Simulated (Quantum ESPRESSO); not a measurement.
# InP (I-4m2) in Quantum ESPRESSO: single point with PBEsol

Aim: the single point of InP with PBEsol.

Program: Quantum ESPRESSO 7.5. These are calculated values, not measurements. Logs are shortened: lines on timing, memory, paths and dates and some standing lists are left out, and cuts for length are marked.

## Step 1: The crystal as given

Symmetry: I-4m2, No. 119, tetragonal system. Conventional cell: a = 4.001 Å, b = 4.001 Å, c = 6.049 Å, α = 90.00°, β = 90.00°, γ = 90.00°. In (site symmetry -4m2) is surrounded by 4 P at 2.51 Å. P (site symmetry -4m2) has 4 In at 2.51 Å as nearest neighbours.

The cell was built by a generator and isn't the measured one.

## Step 2: Single point, PBEsol

pw.in

```
&CONTROL
  calculation = 'scf'
  prefix = 'pwscf'
  outdir = './tmp'
  pseudo_dir = './pseudo'
  tprnfor = .true.
  tstress = .true.
  disk_io = 'nowf'
/
&SYSTEM
  ibrav = 0
  nat = 2
  ntyp = 2
  ecutwfc = 70
  nbnd = 15
  occupations = 'smearing'
  smearing = 'gaussian'
  degauss = 0.00073499
/
&ELECTRONS
  conv_thr = 4d-10
  electron_maxstep = 120
  mixing_beta = 0.5
/
ATOMIC_SPECIES
In   114.8180 In.upf
P     30.9738 P.upf
CELL_PARAMETERS angstrom
   0.0000000000    2.8293000000    3.0245850000
   2.8293000000    0.0000000000    3.0245850000
   2.8293000000    2.8293000000    0.0000000000
ATOMIC_POSITIONS crystal
In     0.0000000000    0.0000000000    0.0000000000
P      0.2500000000    0.2500000000    0.2500000000
K_POINTS automatic
8 8 8 0 0 0
```

Potentials or basis: PseudoDojo 0.4.1 SR PBEsol standard.

On the command line:

```console
$ OMP_NUM_THREADS=1 pw.x -in pw.in > pw.out
```

pw.out:

```text
This program is part of the open-source Quantum ESPRESSO suite
     for quantum simulation of materials; please cite
[... 9 lines left out ...]
     --------------------
     sticks:   dense  smooth     PW     G-vecs:    dense   smooth      PW
     Sum        1157    1157    345                25887    25887    4169

     Using Slab Decomposition

     bravais-lattice index     =            0
     lattice parameter (alat)  =       7.8265  a.u.
     unit-cell volume          =     326.7762 (a.u.)^3
     number of atoms/cell      =            2
     number of atomic types    =            2
     number of electrons       =        18.00
     number of Kohn-Sham states=           15
     kinetic-energy cutoff     =      70.0000  Ry
     charge density cutoff     =     280.0000  Ry
     scf convergence threshold =      4.0E-10
     mixing beta               =       0.5000
     number of iterations used =            8  plain     mixing
     Exchange-correlation= PBESOL
                           (   1   4  10   8   0   0   0)

     celldm(1)=   7.826536  celldm(2)=   0.000000  celldm(3)=   0.000000
     celldm(4)=   0.000000  celldm(5)=   0.000000  celldm(6)=   0.000000

     crystal axes: (cart. coord. in units of alat)
               a(1) = (   0.000000   0.683138   0.730290 )
               a(2) = (   0.683138   0.000000   0.730290 )
               a(3) = (   0.683138   0.683138   0.000000 )

     reciprocal axes: (cart. coord. in units 2 pi/alat)
               b(1) = ( -0.731917  0.731917  0.684660 )
               b(2) = (  0.731917 -0.731917  0.684660 )
               b(3) = (  0.731917  0.731917 -0.684660 )

     PseudoPot. # 1 for In read from file:
     In.upf
     Pseudo is Norm-conserving + core correction, Zval = 13.0
     Generated using ONCVPSP code by D. R. Hamann
     Using radial grid of 1940 points,  6 beta functions with:
                l(1) =   0
                l(2) =   0
                l(3) =   1
                l(4) =   1
                l(5) =   2
                l(6) =   2

     PseudoPot. # 2 for P  read from file:
     P.upf
     Pseudo is Norm-conserving + core correction, Zval =  5.0
     Generated using ONCVPSP code by D. R. Hamann
     Using radial grid of 1298 points,  6 beta functions with:
                l(1) =   0
                l(2) =   0
                l(3) =   1
                l(4) =   1
                l(5) =   2
                l(6) =   2

     atomic species   valence    mass     pseudopotential
     In               13.00   114.81800     In( 1.00)
     P                 5.00    30.97380     P ( 1.00)

      8 Sym. Ops. (no inversion) found

   Cartesian axes

     site n.     atom                  positions (alat units)
         1        In     tau(   1) = (   0.0000000   0.0000000   0.0000000  )
         2        P      tau(   2) = (   0.3415689   0.3415689   0.3651448  )

     number of k points=    59  Gaussian smearing, width (Ry)=  0.0007
                       cart. coord. in units 2pi/alat
        k(    1) = (   0.0000000   0.0000000   0.0000000), wk =   0.0039062
        k(    2) = (   0.0914896   0.0914896  -0.0855825), wk =   0.0312500
        k(    3) = (   0.1829792   0.1829792  -0.1711650), wk =   0.0312500
        k(    4) = (   0.2744688   0.2744688  -0.2567475), wk =   0.0312500
        k(    5) = (  -0.3659584  -0.3659584   0.3423300), wk =   0.0156250
        k(    6) = (   0.1829792   0.0000000   0.0000000), wk =   0.0156250
[... 51 lines left out ...]
        k(   58) = (  -0.7319168   0.5489376   0.0000000), wk =   0.0156250
        k(   59) = (   0.0000000   0.0000000  -0.6846599), wk =   0.0039062

     Dense  grid:    25887 G-vectors     FFT dimensions: (  45,  45,  45)

     Initial potential from superposition of free atoms

     starting charge      17.9964, renormalised to      18.0000
     Starting wfcs are   13 randomized atomic wfcs +    2 random wfcs

     Self-consistent Calculation

     iteration #  1     ecut=    70.00 Ry     beta= 0.50
     Davidson diagonalization with overlap
     ethr =  1.00E-02,  avg # of iterations =  4.6

     Threshold (ethr) on eigenvalues was too large:
     Diagonalizing with lowered threshold

     Davidson diagonalization with overlap
     ethr =  5.55E-04,  avg # of iterations =  1.9

     total energy              =    -146.44357860 Ry
     estimated scf accuracy    <       0.09781540 Ry

     iteration #  2     ecut=    70.00 Ry     beta= 0.50
     Davidson diagonalization with overlap
     ethr =  5.43E-04,  avg # of iterations =  2.4
[... 43 lines left out ...]
     total energy              =    -146.46440371 Ry
     estimated scf accuracy    <          1.9E-09 Ry

     iteration #  9     ecut=    70.00 Ry     beta= 0.50
     Davidson diagonalization with overlap
     ethr =  1.07E-11,  avg # of iterations =  2.1

     End of self-consistent calculation

          k = 0.0000 0.0000 0.0000 (  3223 PWs)   bands (ev):

    -6.7709  -6.7499  -6.7499  -6.5946  -6.5804  -4.2601   7.3023   7.6670
     7.6670   8.3465  11.5562  11.5562  11.6507  15.9614  16.5035

          k = 0.0915 0.0915-0.0856 (  3235 PWs)   bands (ev):

    -6.7814  -6.7529  -6.7419  -6.5928  -6.5817  -4.0697   5.9595   7.2129
     7.4879   9.2686  11.6190  11.8672  12.0162  15.7876  16.7269
[... 38 lines left out ...]
    -6.8901  -6.7132  -6.7016  -6.5829  -6.5724  -2.4782   1.9995   5.5964
     6.3867   9.8070  12.1043  12.6367  14.5032  16.6741  17.3497

          k =-0.0915-0.2745 0.2567 (  3233 PWs)   bands (ev):

    -6.8560  -6.7239  -6.7119  -6.5898  -6.5772  -3.1701   3.3615   5.8069
     6.7987  10.0256  12.2464  12.4338  13.1870  15.4588  17.1851

          k = 0.0000-0.1830 0.1712 (  3239 PWs)   bands (ev):

    -6.8131  -6.7416  -6.7267  -6.5939  -6.5792  -3.7738   4.9236   6.4797
     7.2102   9.9366  11.6923  12.0649  12.6446  15.2570  16.4322

          k = 0.3660 0.0000 0.0000 (  3236 PWs)   bands (ev):

    -6.8723  -6.7072  -6.6943  -6.6152  -6.5679  -3.2652   4.2676   5.8650
     6.0260   9.7572  10.7095  13.4875  14.3800  14.6147  17.1609

          k = 0.4574 0.0915-0.0856 (  3238 PWs)   bands (ev):
[... 6 lines left out ...]
    -6.9205  -6.6899  -6.6693  -6.6145  -6.5598  -2.0774   2.0628   4.6981
     5.5774   9.8509  11.8280  13.4725  14.3792  17.1417  18.2623

          k =-0.0915-0.4574 0.4279 (  3239 PWs)   bands (ev):

    -6.9107  -6.6971  -6.6761  -6.5994  -6.5720  -2.0030   1.9222   4.3502
     5.8375  10.0511  12.4551  13.6463  14.5387  15.9617  16.9140

          k = 0.0000-0.3660 0.3423 (  3243 PWs)   bands (ev):

    -6.8858  -6.7067  -6.6947  -6.5897  -6.5807  -2.5607   2.6563   4.6318
     6.3196  10.3853  12.5879  12.8498  13.6111  15.5623  17.7615

          k = 0.5489 0.0000 0.0000 (  3236 PWs)   bands (ev):

    -6.9426  -6.6681  -6.6446  -6.6406  -6.5516  -2.2485   2.5961   5.1746
     5.2552   9.1366   9.9732  15.2241  15.9344  16.3867  17.8363

          k =-0.0915-0.6404 0.5991 (  3240 PWs)   bands (ev):

    -6.9537  -6.6643  -6.6440  -6.6325  -6.5504  -1.7671   1.9556   4.6245
     5.1202   9.3333  10.2301  15.1971  16.1235  17.3784  18.2589

          k =-0.0000-0.5489 0.5135 (  3234 PWs)   bands (ev):

    -6.9376  -6.6779  -6.6500  -6.6221  -6.5611  -1.6472   1.8156   4.0196
     5.3492   9.6109  11.7537  14.7693  15.0762  16.2205  17.4797

          k =-0.7319 0.0000 0.0000 (  3238 PWs)   bands (ev):

    -6.9692  -6.6521  -6.6518  -6.6227  -6.5447  -1.5991   1.7201   4.9352
     4.9684   8.9936   9.5061  16.9147  17.0662  17.2026  18.0396

          k = 0.0000 0.0000 0.1712 (  3251 PWs)   bands (ev):

    -6.8050  -6.7345  -6.7345  -6.5984  -6.5759  -4.0274   5.7914   7.1372
     7.1372   9.7474  11.0653  12.3392  12.3392  14.7303  17.1901

          k = 0.1830 0.1830 0.0000 (  3226 PWs)   bands (ev):
[... 41 lines left out ...]
    -6.9066  -6.7030  -6.6810  -6.5914  -6.5726  -2.0613   1.7454   4.5884
     5.8840  10.8458  11.7632  13.4947  14.6962  16.2806  18.2058

          k =-0.0915-0.2745 0.4279 (  3222 PWs)   bands (ev):

    -6.8951  -6.7031  -6.6866  -6.5943  -6.5734  -2.4851   2.3443   4.8971
     5.9606  10.9681  11.7314  13.1150  14.1689  16.0954  18.1959

          k = 0.0000-0.1830 0.3423 (  3225 PWs)   bands (ev):

    -6.8707  -6.7071  -6.7014  -6.6020  -6.5701  -3.1506   3.4550   5.5889
     6.3691  10.9436  11.2448  12.6686  13.6600  15.2942  17.7793

          k = 0.3660 0.0000 0.1712 (  3244 PWs)   bands (ev):

    -6.8710  -6.7156  -6.6960  -6.6067  -6.5693  -3.0735   3.6157   5.4558
     6.3229  10.6211  10.8380  12.5126  14.1168  15.3902  17.5099

          k =-0.1830-0.5489 0.6847 (  3234 PWs)   bands (ev):

    -6.9292  -6.6735  -6.6657  -6.6256  -6.5567  -2.1315   2.3532   4.6140
     5.3198  10.2101  10.7525  14.0368  15.3905  16.3682  19.0309

          k =-0.0915-0.4574 0.5991 (  3237 PWs)   bands (ev):

    -6.9279  -6.6793  -6.6623  -6.6152  -6.5644  -1.7410   1.8306   4.1783
     5.0635  10.5918  11.9309  13.7851  15.2848  16.3043  18.3335

          k = 0.0000-0.3660 0.5135 (  3227 PWs)   bands (ev):

    -6.9129  -6.6915  -6.6699  -6.6001  -6.5757  -1.9375   1.9424   4.1983
     5.3240  10.9731  12.5752  13.3373  14.9859  15.6356  17.1282

          k =-0.2745 0.6404-0.4279 (  3239 PWs)   bands (ev):

    -6.8998  -6.7084  -6.6782  -6.6049  -6.5665  -2.4042   2.4277   4.9172
     5.9177  10.4718  11.4816  12.5396  14.5737  16.2960  18.3179

          k =-0.1830 0.7319-0.5135 (  3235 PWs)   bands (ev):

    -6.9300  -6.6873  -6.6510  -6.6255  -6.5573  -2.1289   2.4132   4.7719
     5.2290  10.0774  10.6313  13.0991  16.1737  16.4812  18.6361

          k =-0.7319 0.1830-0.0000 (  3240 PWs)   bands (ev):

    -6.9510  -6.6574  -6.6494  -6.6328  -6.5537  -1.5831   1.7495   4.6066
     4.6088   9.9995  10.4668  15.7498  15.7875  17.2661  18.2028

          k =-0.1830 0.5489-0.3423 (  3240 PWs)   bands (ev):

    -6.9105  -6.7070  -6.6725  -6.6008  -6.5664  -2.0202   1.8110   4.8110
     5.7040  10.3792  11.4284  13.3378  14.9593  15.6392  18.4690

          k =-0.0915 0.6404-0.4279 (  3237 PWs)   bands (ev):

    -6.9316  -6.6946  -6.6455  -6.6163  -6.5629  -1.7030   1.9114   4.2405
     5.0841  10.3413  11.6909  12.8593  14.6865  16.9533  19.1285

          k =-0.7319 0.0000 0.1712 (  3230 PWs)   bands (ev):

    -6.9528  -6.6740  -6.6459  -6.6188  -6.5537  -1.5615   1.7803   4.6457
     4.6707   9.8733  10.3144  14.6613  14.9588  18.3009  19.3163

          k = 0.0000 0.5489-0.3423 (  3242 PWs)   bands (ev):

    -6.9188  -6.7034  -6.6531  -6.6093  -6.5692  -1.8612   2.0512   4.1292
     5.4231  10.6309  12.0770  12.4184  14.7517  16.3458  17.7900

          k = 0.0000 0.0000 0.3423 (  3239 PWs)   bands (ev):
[... 26 lines left out ...]
    -6.9133  -6.6969  -6.6667  -6.6009  -6.5732  -1.9012   1.8799   3.9279
     5.6507  11.3657  12.3375  12.7946  15.3827  15.7841  17.6977

          k =-0.0915-0.2745 0.5991 (  3221 PWs)   bands (ev):

    -6.9214  -6.6873  -6.6588  -6.6063  -6.5701  -1.8355   1.6793   4.2181
     5.2866  11.0272  12.2363  13.5091  15.0362  16.3697  18.7478

          k = 0.0000-0.1830 0.5135 (  3215 PWs)   bands (ev):

    -6.9208  -6.6782  -6.6639  -6.6156  -6.5620  -2.2958   2.1048   4.9940
     5.3788  10.6500  11.1856  13.5898  15.8332  16.1296  18.9704

          k =-0.7319 0.3660 0.0000 (  3206 PWs)   bands (ev):

    -6.9248  -6.6851  -6.6555  -6.6091  -6.5708  -1.6243   1.6670   4.4123
     4.4230  11.8732  12.1739  13.4854  13.9114  17.5632  18.5560

          k =-0.7319 0.0000 0.3423 (  3252 PWs)   bands (ev):

    -6.9335  -6.6987  -6.6410  -6.6108  -6.5658  -1.5231   1.8474   4.3850
     4.4208  11.4705  11.6531  12.5273  13.1897  18.5459  19.5152

          k = 0.0000 0.0000 0.5135 (  3191 PWs)   bands (ev):

    -6.9337  -6.6571  -6.6571  -6.6309  -6.5542  -2.4535   2.1563   5.5812
     5.5812   9.5749  10.3737  15.4402  15.9211  15.9211  18.3828

          k =-0.1830-0.1830 0.6847 (  3212 PWs)   bands (ev):

    -6.9275  -6.6808  -6.6552  -6.6102  -6.5675  -1.7807   1.5344   4.0043
     5.7552  10.1263  12.3154  14.9299  15.2087  15.9189  17.6252

          k =-0.0915-0.0915 0.5991 (  3204 PWs)   bands (ev):

    -6.9419  -6.6593  -6.6486  -6.6269  -6.5555  -1.9834   1.5697   4.8649
     5.5090   9.7908  10.8138  15.2850  16.1121  17.1255  18.6312

          k =-0.7319 0.5489 0.0000 (  3202 PWs)   bands (ev):

    -6.9398  -6.6640  -6.6500  -6.6208  -6.5595  -1.7713   1.4095   4.8817
     4.9086  10.4419  11.0408  15.1856  15.3483  17.6041  18.8207

          k = 0.0000 0.0000-0.6847 (  3220 PWs)   bands (ev):

    -6.9560  -6.6405  -6.6405  -6.6390  -6.5497  -1.8583   1.2794   5.3449
     5.3449   9.3898  10.1131  16.4474  17.3527  17.3527  19.4754

     the Fermi energy is     7.9408 ev

!    total energy              =    -146.46440371 Ry
     estimated scf accuracy    <          2.6E-10 Ry
     smearing contrib. (-TS)   =      -0.00000000 Ry
     internal energy E=F+TS    =    -146.46440371 Ry

     The total energy is F=E-TS. E is the sum of the following terms:
     one-electron contribution =     -47.81861881 Ry
     hartree contribution      =      36.07378449 Ry
     xc contribution           =     -43.79392339 Ry
     ewald contribution        =     -90.92564600 Ry

     convergence has been achieved in   9 iterations

     Forces acting on atoms (cartesian axes, Ry/au):

     atom    1 type  1   force =     0.00000000   -0.00000000    0.00000000
     atom    2 type  2   force =     0.00000000   -0.00000000    0.00000000

     Total force =     0.000000     Total SCF correction =     0.000000

     Computing stress (Cartesian axis) and pressure

          total   stress  (Ry/bohr**3)                   (kbar)     P=       35.19
   0.00030926  -0.00000000   0.00000000           45.49       -0.00        0.00
   0.00000000   0.00030926  -0.00000000            0.00       45.49       -0.00
  -0.00000000  -0.00000000   0.00009920           -0.00       -0.00       14.59

=------------------------------------------------------------------------------=
   JOB DONE.
=------------------------------------------------------------------------------=
```

It took 71 s on 1 thread of Intel Xeon Platinum 8375C at 2.90GHz (Ice Lake), shared host; peak memory 0.1 GiB.

What came out:

| Property | Result |
| --- | --- |
| Free energy | -1992.7497 eV |
| Pressure | 3.5 GPa |
| Band gap on the k mesh | 0.68 eV, direct |

Caveat: spin-orbit coupling is left out, which moves the levels of the heavy elements. A hybrid or GW would open this gap; PBEsol tends to underestimate it.
